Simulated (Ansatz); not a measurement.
Base system: GeO2 in the rutile structure (space group P4_2/mnm, No. 136; a = 4.4875 Å, c = 2.9050 Å).

The values are results of plane-wave PAW DFT at the PBE level (Ansatz, a first-principles code, 420 eV), without spin-orbit coupling, not measurements.

One change was made to it. Results:

The c/a ratio drops by 0.002, from 0.647 to 0.645; the lattice parameter a goes up by 0.021 Å to 4.509 Å; the valence-band top at Γ (three highest levels, from the VBM) becomes 0.00, -0.78, -0.78 eV (base: 0.00, -0.79, -0.79 eV).

What was done to the base?
(A) pressure −1 GPa
(B) pressure 60 GPa
(C) pressure −2 GPa

C, pressure −2 GPa. For comparison, the lattice parameter a in the other runs: pressure 60 GPa gives 4.169 Å; pressure −1 GPa gives 4.498 Å.

The levels and masses belong to the bands next to the band gap. Load acts through the strain it causes; cell and atoms are relaxed under it. Stability against distortions was not tested. Competing high-pressure phases were not computed.
